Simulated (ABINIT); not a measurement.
Input of an ABINIT 10.8.3 (patched build) run:

run.abi

```
ndtset 7
getwfk -1
scalecart1 3*0.9795861087
scalecart2 3*0.9864848297
scalecart3 3*0.9932883884
scalecart4 3*1.0000000000
scalecart5 3*1.0066227096
scalecart6 3*1.0131594038
scalecart7 3*1.0196128224

pp_dirpath "./"
pseudos "Ga.GGA_PBE-JTH.xml, P.GGA_PBE-JTH.xml"

acell 3*1.0
rprim
     0.0000000000     5.1499761211     5.1499761211
     5.1499761211     0.0000000000     5.1499761211
     5.1499761211     5.1499761211     0.0000000000
ntypat 2
znucl 31 15
natom 2
typat 1 2
xred
     0.0000000000     0.0000000000     0.0000000000
     0.7500000000     0.7500000000     0.7500000000

ecut 544.227725 eV
pawecutdg 40.0

kptopt 1
ngkpt 8 8 8
nshiftk 1
shiftk 0.0 0.0 0.0

ixc 11

nband 13
occopt 3
tsmear 0.05 eV

nstep 100
tolvrs 1.0e-9

iomode 3
prtwf 1
prtden 0
prteig 0
prtebands 0
enunit 2
```

Potentials or basis: JTH PAW PBE v2.0.

The run is started by

```sh
$ abinit run.abi > log 2>&1
```

(1) Predict the bulk modulus.

(2) Predict the pressure derivative of the bulk modulus.

## Answers

(1) 77 GPa.

(2) 4.4.

Caveat: pressures at fixed basis lie under the slope of the energies.

**What was measured.**

“Phosphorous dimerization in GaP at high pressure”, 2017, arxiv:1709.06667 reports, for a bulk crystal of GaP: bulk modulus 87.5 ± 0.6 GPa.

Measured bulk modulus of GaP: 87.5 GPa (“Phosphorous dimerization in GaP at high pressure”, 2017, arxiv:1709.06667). This calculation gives 77 GPa (-12.1 %). The fit is for a static lattice scaled at fixed shape and fixed fractional positions.
